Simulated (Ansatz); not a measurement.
SnTe: elastic constants from stress and strain

```
CELL_PARAMETERS angstrom
0.00000 3.15650 3.15650
3.15650 0.00000 3.15650
3.15650 3.15650 0.00000
ATOMIC_POSITIONS crystal
Sn 0.00000 0.00000 0.00000
Te 0.50000 0.50000 0.50000
```

Atoms are numbered in the order listed.

The cell is COD entry 9008726, as deposited and not checked against the literature; nothing was relaxed.

Spin–orbit coupling is left out, though it moves levels of the heavy atoms by tenths of an eV or more.

The calculation used DFT, PBE, all-electron LAPW, scalar-relativistic in Ansatz 0.2.0.

Sampling and basis: a Γ-centred 11×11×11 k mesh, Fermi–Dirac smearing of 0.08 eV, basis error target 0.25 meV/atom, no spin polarisation.

The unstrained cell is at 2.03 GPa. Large strains and very small stresses are left out. Each strain is applied once, with fractional coordinates held (clamped ions), and σ below is the change of stress, positive in tension. One finite strain gives stress–strain coefficients at this pressure with an error of the order of the strain times third-order constants, a few per cent for each per cent of strain.

**Question.** With equal xy, yz and zx engineering shear strains of -1 %, the run gives σxy = -0.16 GPa and γxy = 2εxy = -0.0100. Which stiffness follows?

**Answer.** C44 (clamped ions) = σxy/γxy = 16 GPa.

**Question.** Estimate the stiffness probed by this change, and the stress that it gives: equal xy, yz and zx engineering shear strains of +1 %.

**Answer.** σxy = 0.16 GPa and γxy = 2εxy = 0.0100, so C44 (clamped ions) = σxy/γxy = 16 GPa.
